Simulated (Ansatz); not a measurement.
Zinc-blende ZnTe was calculated with HSE06-D3(BJ) (PAW; Ansatz, a quantum-chemistry and plane-wave program).

Run with plane-wave cutoff 460 eV, 8×8×8 k mesh, Fermi–Dirac smearing 0.01 eV, scalar-relativistic PAW data made under PBE.

Properties against volume:

```tsv
V (Å³/atom)	P (GPa)	direct gap at Γ (eV)
26.112	3.27	2.723
26.799	1.57	2.579
27.486	0.09	2.442
28.039	-0.96	2.335
28.861	-2.32	2.183
```

A straight line through the gaps at Γ against ln V gives a volume deformation potential dE_g(Γ)/d ln V of -5.4 eV: the gap at Γ widens under compression.

Measured, for comparison: band gap 2.43 eV (zero-point renormalisation of 40 meV (experimental, the table's column) added back here, direct; inputs from Miglio et al. (2020), arXiv:2011.12765).

Spin–orbit coupling is not included; with these elements it can move the gap by several tenths of an eV or more.
